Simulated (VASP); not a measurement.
Wanted: the native input for a VASP 6.6.1 run.

```yaml
Task: single point
Functional: PBE
Potentials_or_basis: VASP PAW PBE potentials, release 64 (Be)
Cutoff: 520 eV
k_mesh: 2 × 2 × 2
Occupations: fermi-dirac, width 0.17 eV
Spin: no spin polarisation
Dipole_correction: no
Further_INCAR_settings: LREAL = Auto; ALGO = Fast; EDIFF = 1e-06; NBANDS = 60
```

The structure of Be lies in POSCAR:

```
Be
1.0
    7.0917640000      0.0000000000      0.0000000000
   -3.5458820000      6.1416480000      0.0000000000
    0.0000000000      0.0000000000      7.4085300000
Be
36
Direct
   -0.0153067726     -0.0682064488     -0.0427885154
    0.0446295551      0.1489339669      0.2030497278
    0.0356095511     -0.0410801791      0.5049044817
    0.1029335121      0.1903560738      0.7738242269
   -0.0536812758      0.2951325117     -0.0107173758
    0.0830446356      0.4596974623      0.2484163525
   -0.0044335911      0.2478813504      0.4934987103
    0.1031493211      0.5054343720      0.7552780376
    0.0341140627      0.6296681282      0.0038874109
    0.1096079978      0.8629768427      0.2714978545
    0.0303367453      0.6504280284      0.4999642304
    0.1502278777      0.8443824850      0.7624049575
    0.3284348366     -0.0389797657      0.0495374926
    0.4560696590      0.1436422276      0.2774909462
    0.3321650128     -0.0229742896      0.5202516559
    0.4798365785      0.1595337278      0.7795068657
    0.3203711704      0.2509098535      0.0076938340
    0.4258322076      0.4843651085      0.2461621941
    0.3381626852      0.2729560535      0.4990328716
    0.4145321608      0.4452388024      0.7427789319
    0.2988523686      0.5461237765      0.0103124372
    0.3472698789      0.7792859506      0.2938234711
    0.3101558215      0.6149815164      0.5230727283
    0.4064761738      0.7998667459      0.7713001095
    0.6813567295     -0.0520544323     -0.0162785330
    0.7450936736      0.1677237119      0.2438000521
    0.6749864697     -0.0415849296      0.4714835467
    0.7529306637      0.1608363097      0.7697613427
    0.6218117844      0.2800551253      0.0453531267
    0.7796225955      0.4953067971      0.2907054436
    0.6657653211      0.3285925862      0.5058898324
    0.7850387034      0.4814342991      0.7698963222
    0.6080225941      0.5757249520     -0.0352431589
    0.7861950444      0.8070797936      0.2341355168
    0.7228854857      0.6474646544      0.5103981492
    0.7478705039      0.8128925656      0.7286195777
```

The cell was built by a generator and needn't be a form met in nature.

The input as run:

INCAR

```
PREC = Accurate
ENCUT = 520
EDIFF = 1E-6
ISMEAR = -1
SIGMA = 0.17
LREAL = Auto
LASPH = T
NELM = 60
ALGO = Fast
ISIF = 2
LWAVE = F
LCHARG = F
GGA = PE
NBANDS = 60
```

KPOINTS

```
regular mesh
0
Gamma
  2 2 2
```

Potentials or basis: VASP PAW PBE potentials, release 64 (Be).

Run with:

```console
$ cat potpaw_PBE.64/Be/POTCAR > POTCAR
$ mpirun -np 1 vasp_std > vasp.out
```

It gave:

```yaml
Pressure: -5.4 GPa
Largest_force: 2.822 eV/Å
Band_gap_on_the_k_mesh: none (metal or under the smearing width)
```

Caveat: the k mesh is coarse (spacing up to 0.51 Å⁻¹), so the values aren't converged; forces of over 1 eV/Å show positions far from the minimum, so gaps and moduli don't describe the material at rest.

Run time: 5.7 min on 1 thread of Intel(R) Xeon(R) Platinum 8259CL CPU @ 2.50GHz (Skylake/Cascade Lake), on a shared host, peak memory 0.43 GiB.
